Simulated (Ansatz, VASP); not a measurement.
**Rh in VASP and in Ansatz**

File INCAR:

```
SYSTEM = Rh
ALGO = Fast
EDIFF = 1E-6
ENCUT = 520
GGA = PE
ISIF = 2
ISMEAR = 0
LASPH = .TRUE.
LCHARG = .FALSE.
LREAL = .FALSE.
LWAVE = .FALSE.
NBANDS = 14
NELM = 100
PREC = Accurate
SIGMA = 0.15
```

KPOINTS

```
k-points
0
G
  22 22 22
  0 0 0
```

File POSCAR:

```
Rh
1.0
    0.0000000000      1.8825345000      1.9015500000
    1.9015500000      0.0000000000      1.9015500000
    1.9015500000      1.8825345000      0.0000000000
Rh
1
Direct
    0.0000000000      0.0000000000      0.0000000000
```

Input for Ansatz:

```yaml
crystal:
  lattice:
    - [0.0, 1.8825345, 1.90155]
    - [1.90155, 0.0, 1.90155]
    - [1.90155, 1.8825345, 0.0]
  atoms:
    - { symbol: Rh, position: [0.0, 0.0, 0.0] }
basis:
  ecutwfc: 420
kpoints:
  mp_grid: { grid: [22, 22, 22] }
hamiltonian:
  xc: pbe
scf:
  occupations: { method: gaussian, width: 0.15 }
output:
  forces: true
  stress: true
  eigenvalues: true
  write_density: true
  write_potential: true
  elf: true
  volumetric_format: npy
```

Change from the starting cell: strain -0.0100 x Voigt [0, 1, 0, 0, 0, 0], atoms carried along.

Alike in both runs: task single point; functional PBE; k mesh 22 × 22 × 22; occupations gaussian, width 0.15 eV; no spin polarisation.

|  | VASP | Ansatz |
| --- | --- | --- |
| version | VASP 6.6.1 | Ansatz 0.2.0 |
| potentials or method | VASP PAW PBE potentials, release 64 (Rh_pv) | scalar-relativistic, plane waves, PAW |
| plane-wave cutoff (eV) | 520 | 420 |
| valence electrons in the cell | 15 | 17 |

```csv
,VASP,Ansatz,Ansatz less VASP
gap on the k mesh at the Fermi level (eV),none,none,-
pressure (GPa),8.8,8.8,0.00
largest component of the traceless stress (GPa),1.67,1.68,+0.005
```

A gap of «none» marks a metal or a gap that the smearing closes. The two sets of potentials don't hold the same shells in valence.
